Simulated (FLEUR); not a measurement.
# Ru (P6_3/mmc) in FLEUR: a series of runs, part 2 of 2

FLEUR MaX-R8.1 (patched build s14). Earlier steps stand in the parts before.

### 3 Equation of state, LDA (von Barth-Hedin), 12.76 Å³/atom (volume scaled by 0.94)

The input, inp.xml:

```xml
<?xml version="1.0" encoding="UTF-8" standalone="no"?>
<fleurInput fleurInputVersion="0.39">
   <comment>
      Ru                                                                                                  
   </comment>
   <calculationSetup>
      <cutoffs Kmax="3.82" Gmax="11.8" GmaxXC="11.8" numbands="0"/>
      <scfLoop itmax="60" minDistance="0.00001" maxIterBroyd="15" imix="Anderson" alpha="0.05" precondParam="0.0" spinf="2.0"/>
      <coreElectrons ctail="T" frcor="F" kcrel="0" coretail_lmax="0"/>
      <xcFunctional name="bh" relativisticCorrections="F"/>
      <magnetism jspins="1"/>
      <soc l_soc="F" theta="0.0" phi="0.0" spav="F"/>
      <expertModes spex="0" secvar="F"/>
      <geometryOptimization l_f="F" forcealpha="1.0" forcemix="BFGS" epsdisp="0.00001" epsforce="0.00001"/>
      <ldaU l_linMix="F" mixParam="0.05" spinf="1.0"/>
   </calculationSetup>
   <cell>
      <bzIntegration valenceElectrons="32.0" mode="hist" fermiSmearingEnergy="0.00183747">
         <kPointListSelection listName="default-1"/>
         <!-- k-points included here -->
         <xi:include xmlns:xi="http://www.w3.org/2001/XInclude" href="kpts.xml"> </xi:include>
      </bzIntegration>
      <!-- symmetry operations included here -->
      <xi:include xmlns:xi="http://www.w3.org/2001/XInclude" href="sym.xml"> </xi:include>
      <bulkLattice scale="0.9795861087">
         <bravaisMatrix>
            <row-1>    5.1132209479426800     0.0000000000000000     0.0000000000000000</row-1>
            <row-2>   -2.5566104739713400     4.4281792361568231     0.0000000000000000</row-2>
            <row-3>    0.0000000000000000     0.0000000000000000     8.0916182929247409</row-3>
         </bravaisMatrix>
      </bulkLattice>
   </cell>
   <atomSpecies>
      <species name="Ruthenium (Ru)" element="Ru" atomicNumber="44">
         <mtSphere radius="2.25" gridPoints="767" logIncrement="0.017"/>
         <atomicCutoffs lmax="9" lnonsphr="7"/>
         <electronConfig flipSpins="F">
            <coreConfig>(1s1/2) (2s1/2) (2p1/2) (2p3/2) (3s1/2) (3p1/2) (3p3/2) (3d3/2) (3d5/2)</coreConfig>
            <valenceConfig>(4s1/2) (4p1/2) (4p3/2) (5s1/2) (4d3/2) (4d5/2)</valenceConfig>
            <stateOccupation state="(5s1/2)" spinUp="0.500000" spinDown="0.500000"/>
            <stateOccupation state="(4d3/2)" spinUp="1.400000" spinDown="1.400000"/>
            <stateOccupation state="(4d5/2)" spinUp="2.100000" spinDown="2.100000"/>
         </electronConfig>
         <energyParameters s="5" p="5" d="4" f="4"/>
         <lo type="SCLO" l="0" n="4" eDeriv="0"/>
         <lo type="SCLO" l="1" n="4" eDeriv="0"/>
         <lo type="SCLO" l="1" n="4" eDeriv="1"/>
         <lo type="SCLO" l="2" n="4" eDeriv="2"/>
         <lo type="SCLO" l="3" n="4" eDeriv="2"/>
      </species>
   </atomSpecies>
   <atomGroups>
      <atomGroup species="Ruthenium (Ru)">
         <relPos label="                   1">-1.000/3.000 1.000/3.000 -1.000/4.000</relPos>
         <relPos label="                   2">1.000/3.000 -1.000/3.000 1.000/4.000</relPos>
         <force calculate="T" relaxXYZ="TTT"/>
      </atomGroup>
   </atomGroups>
   <output dos="F" band="F" slice="F">
      <checks vchk="F" cdinf="F"/>
      <bandDOS minEnergy="-.5*Htr" maxEnergy="0.5*Htr" sigma="0.015" storeEVData="T"/>
      <vacuumDOS vacdos="F" integ="F" star="F" nstars="0" locx1="0.0" locy1="0.0" locx2="0.0" locy2="0.0" nstm="0" tworkf="0.0"/>
      <unfoldingBand unfoldBand="F" supercellX="1" supercellY="1" supercellZ="1"/>
      <plotting iplot="0" polar="F">
         <plot TwoD="T" vec1="  1.0  0.0  0.0" vec2="  0.0  1.0  0.0" vec3="  0.0  0.0  1.0" zero="  0.0  0.0  0.0" file="plot"/>
      </plotting>
      <chargeDensitySlicing numkpt="0" minEigenval="0.0" maxEigenval="0.0" nnne="0" pallst="F"/>
      <specialOutput eonly="F"/>
      <magneticCircularDichroism mcd="F" energyLo="-10.0" energyUp="0.0"/>
   </output>
  <!-- We include the file relax.xml here to enable relaxations (see documentation) -->
  <xi:include xmlns:xi="http://www.w3.org/2001/XInclude" href="relax.xml"> <xi:fallback/> </xi:include>
</fleurInput>
```

Potentials or basis: all-electron, FLAPW.

Started as:

```bash
> inpgen -f crystal.txt -profile fastHighL
> # inp.xml edited to the form shown
> fleur
```

The log of the run:

```text
Welcome to FLEUR        (www.flapw.de)
      MaX-Release 8.1          (www.max-centre.eu)

 ========== k-point set info ==========
 Selected k-point list: default-1
 k-point list type: mesh
 11 x 11 x 6
 Number of k points: 64

 ------------Calculation Setup---------------------------
 Number of OMP-threads    :            1
 Number of basis functions:          241
 Approximate size of matrices (H+S) per k-point:         0.001 GB
 --------------------------------------------------------
 Iteration:     1   Distance:      20.01086969 me/bohr^3
 Iteration:     2   Distance:      17.81077061 me/bohr^3
 Iteration:     3   Distance:       5.86790853 me/bohr^3
 Iteration:     4   Distance:       1.97487626 me/bohr^3
 Iteration:     5   Distance:       1.06582244 me/bohr^3
 Iteration:     6   Distance:       0.72422182 me/bohr^3
 Iteration:     7   Distance:       0.12912068 me/bohr^3
 Iteration:     8   Distance:       0.00492300 me/bohr^3
 Iteration:     9   Distance:       0.00500182 me/bohr^3
 Iteration:    10   Distance:       0.00143522 me/bohr^3
 Iteration:    11   Distance:       0.00074226 me/bohr^3
 Iteration:    12   Distance:       0.00020258 me/bohr^3
 Iteration:    13   Distance:       0.00002618 me/bohr^3
 Iteration:    14   Distance:       0.00001740 me/bohr^3
 Iteration:    15   Distance:       0.00000077 me/bohr^3

 ********************************************************************
 Run finished successfully
 Stop message:
   all done
 ********************************************************************
```

out.xml (last iteration):

```text
<iteration numberForCurrentRun="   15" overallNumber="   15">
         <energyParameters units="Htr">
            <atomicEP atomType="1" spin="1" branch="5s" branchLowest="-2.04" branchHighest="2.88" value="0.3493974664"/>
            <atomicEP atomType="1" spin="1" branch="5p" branchLowest="-0.88" branchHighest="3.65" value="0.4681155716"/>
            <atomicEP atomType="1" spin="1" branch="4d" branchLowest="-9.31" branchHighest="0.90" value="0.4679009681"/>
            <atomicEP atomType="1" spin="1" branch="4f" branchLowest="-9.99" branchHighest="2.77" value="0.7482236761"/>
            <loAtomicEP atomType="1" spin="1" branch="4s" branchLowest="-19.63" branchHighest="-2.04" value="-2.0746551831"/>
            <loAtomicEP atomType="1" spin="1" branch="4p" branchLowest="-15.68" branchHighest="-0.88" value="-0.9793152787"/>
            <loAtomicEP atomType="1" spin="1" branch="4p" branchLowest="-15.68" branchHighest="-0.88" value="-0.9793152787"/>
            <loAtomicEP atomType="1" spin="1" branch="4d" branchLowest="-9.31" branchHighest="0.90" value="0.4649057577"/>
            <loAtomicEP atomType="1" spin="1" branch="4f" branchLowest="-9.99" branchHighest="2.77" value="0.7482219848"/>
         </energyParameters>
         <eigenvalues>
            <eigenvaluesAt spin="1" ikpt="1" k_x="0.00000000" k_y="0.00000000" k_z="0.00000000">
                      -2.0832315956       -2.0734107631       -1.0057053541       -0.9631071790       -0.9631071790
                      -0.9554610145       -0.9554610145       -0.9535391091        0.2937577879        0.3551394659
                       0.4977763129        0.4977763129        0.5048501093        0.5256769018        0.5256769018
                       0.5470947849        0.5470947849        0.6514778515        0.6514778515        0.6530371144
                       1.0083994031        1.1465345731        1.2373211908        1.2679762980        1.4501763452
            </eigenvaluesAt>
[... 32 lines left out ...]
         <coreStates atomType="     1" atomicNumber=" 44" spin="1" kinEnergy="   4576.8206396837" eigValSum="  -2682.8012824487" lostElectrons=" 0.000001">
            <state n="1" l="0" j="0.5" energy="-803.9673291703" weight="1.0000000000"/>
            <state n="2" l="0" j="0.5" energy="-114.9781448778" weight="1.0000000000"/>
            <state n="2" l="1" j="0.5" energy="-106.2557887868" weight="1.0000000000"/>
            <state n="2" l="1" j="1.5" energy="-101.4524441493" weight="2.0000000000"/>
            <state n="3" l="0" j="0.5" energy="-19.6282524665" weight="1.0000000000"/>
            <state n="3" l="1" j="0.5" energy="-16.2420217236" weight="1.0000000000"/>
            <state n="3" l="1" j="1.5" energy="-15.4264442616" weight="2.0000000000"/>
            <state n="3" l="2" j="1.5" energy="-9.4097196865" weight="2.0000000000"/>
            <state n="3" l="2" j="2.5" energy="-9.2506293348" weight="3.0000000000"/>
         </coreStates>
         <allElectronCharges>
            <spinDependentCharge spin="1" total="88.0000000" interstitial="4.0586888" mtSpheres="83.9413112"/>
            <totalCharge value="87.9999999974"/>
         </allElectronCharges>
         <totalEnergy                                    value="    -9056.3426390908" units="Htr">
            <sumOfEigenvalues                            value="    -5378.0177176112">
               <coreElectrons value="-5365.6025648975"/>
               <valenceElectrons value="-12.4151527137"/>
            </sumOfEigenvalues>
            <densityCoulombPotentialIntegral value="-14452.6942002606"/>
            <densityEffectivePotentialIntegral value="-14797.2341797484"/>
            <chargeDenXCDenIntegral value="-260.2993037674"/>
            <FockExchangeEnergyValence value="0.0000000000"/>
            <FockExchangeEnergyCore value="0.0000000000"/>
            <atomTypeDependentContributions atomType="1">
               <electronNucleiInteractionDifferentMTs value="10927.1946700265"/>
               <MadelungTerm value="-61.7180273039"/>
            </atomTypeDependentContributions>
            <tkbTimesEntropy value="0.0005661739"/>
            <freeEnergy value="-9056.3432052647"/>
            <extrapolationTo0K value="-9056.3429221778"/>
         </totalEnergy>
         <densityConvergence units="me/bohr^3">
            <chargeDensity spin="1" distance="0.0000007653"/>
         </densityConvergence>
      </iteration>
```

It took 14 s on 1 thread of Intel Xeon at 2.60GHz (Ice Lake), shared host; peak memory 0.09 GiB.

Results:

```yaml
Free_energy: -246435.6529 eV
Band_gap_on_the_k_mesh: none (metal or under the smearing width)
Valence_electrons_inside_the_program's_atomic_spheres: Ru 13.97 (radii Ru 2.25 bohr)
```

Caveat: the plane-wave cutoff is short for the semicore states, which can make moduli rough.

### 4 Equation of state, LDA (von Barth-Hedin), 13.03 Å³/atom (volume scaled by 0.96)

inp.xml, as its differences from that of step 3:

```diff
@@ -24,3 +24,3 @@
       <xi:include xmlns:xi="http://www.w3.org/2001/XInclude" href="sym.xml"> </xi:include>
-      <bulkLattice scale="0.9795861087">
+      <bulkLattice scale="0.9864848297">
          <bravaisMatrix>
```

Started as:

```bash
> inpgen -f crystal.txt -profile fastHighL
> # inp.xml edited to the form shown
> fleur
```

Wall time 14 s (1 thread of Intel Xeon at 2.60GHz (Ice Lake), shared host); peak memory 0.09 GiB.

It converged, with:

| Quantity | Value |
| --- | --- |
| Free energy | -246435.6677 eV |
| Band gap on the k mesh | none (metal or under the smearing width) |
| Valence electrons inside the program's atomic spheres | Ru 13.93 (radii Ru 2.25 bohr) |

Caveat: the plane-wave cutoff is short for the semicore states, which can make moduli rough.

### 5 Equation of state, LDA (von Barth-Hedin), 13.57 Å³/atom

inp.xml, as its differences from that of step 4:

```diff
@@ -24,3 +24,3 @@
       <xi:include xmlns:xi="http://www.w3.org/2001/XInclude" href="sym.xml"> </xi:include>
-      <bulkLattice scale="0.9864848297">
+      <bulkLattice scale="1.0000000000">
          <bravaisMatrix>
```

Started as:

```bash
> inpgen -f crystal.txt -profile fastHighL
> # inp.xml edited to the form shown
> fleur
```

Run time: 15 s. Hardware: 1 thread of Intel Xeon at 2.60GHz (Ice Lake), shared host; peak memory 0.09 GiB.

Results (log left out):

| Quantity | Value |
| --- | --- |
| Free energy | -246435.6190 eV |
| Band gap on the k mesh | none (metal or under the smearing width) |
| Valence electrons inside the program's atomic spheres | Ru 13.86 (radii Ru 2.25 bohr) |

Caveat: the plane-wave cutoff is short for the semicore states, which can make moduli rough.

### 6 Equation of state, LDA (von Barth-Hedin), 14.12 Å³/atom (volume scaled by 1.04)

inp.xml, as its differences from that of step 5:

```diff
@@ -24,3 +24,3 @@
       <xi:include xmlns:xi="http://www.w3.org/2001/XInclude" href="sym.xml"> </xi:include>
-      <bulkLattice scale="1.0000000000">
+      <bulkLattice scale="1.0131594038">
          <bravaisMatrix>
```

Potentials or basis: all-electron, FLAPW.

Started as:

```bash
> inpgen -f crystal.txt -profile fastHighL
> # inp.xml edited to the form shown
> fleur
```

Wall time 17 s (1 thread of Intel Xeon at 2.60GHz (Ice Lake), shared host); peak memory 0.09 GiB.

It converged, with:

```yaml
Free_energy: -246435.4876 eV
Band_gap_on_the_k_mesh: none (metal or under the smearing width)
Valence_electrons_inside_the_program's_atomic_spheres: Ru 13.80 (radii Ru 2.25 bohr)
```

Caveat: the plane-wave cutoff is short for the semicore states, which can make moduli rough.

### 7 Equation of state, LDA (von Barth-Hedin), 14.39 Å³/atom (volume scaled by 1.06)

inp.xml, as its differences from that of step 6:

```diff
@@ -24,3 +24,3 @@
       <xi:include xmlns:xi="http://www.w3.org/2001/XInclude" href="sym.xml"> </xi:include>
-      <bulkLattice scale="1.0131594038">
+      <bulkLattice scale="1.0196128224">
          <bravaisMatrix>
```

Started as:

```bash
> inpgen -f crystal.txt -profile fastHighL
> # inp.xml edited to the form shown
> fleur
```

Run time: 16 s. Hardware: 1 thread of Intel Xeon at 2.60GHz (Ice Lake), shared host; peak memory 0.09 GiB.

The run converged. Its results:

```yaml
Free_energy: -246435.3960 eV
Band_gap_on_the_k_mesh: none (metal or under the smearing width)
Valence_electrons_inside_the_program's_atomic_spheres: Ru 13.78 (radii Ru 2.25 bohr)
```

Caveat: the plane-wave cutoff is short for the semicore states, which can make moduli rough.

### 8 Equation of state, LDA (von Barth-Hedin)

No new run: the results of the series are fitted here.

Results:

- Equilibrium volume: 13.04 Å³/atom
- Bulk modulus at fixed shape and positions: 378 GPa

Energy against volume, from the lowest point:
| volume (Å³/atom) | energy (meV/atom) |
| --- | --- |
| 12.760 | 7.37 |
| 13.032 | 0.00 |
| 13.575 | 24.34 |
| 14.118 | 90.01 |
| 14.389 | 135.85 |

Caveat: the plane-wave cutoff is short for the semicore states, which can make moduli rough; the cell was scaled at fixed shape and fractional positions, which overstates the stiffness of a crystal with free parameters, most of all of layers and chains.
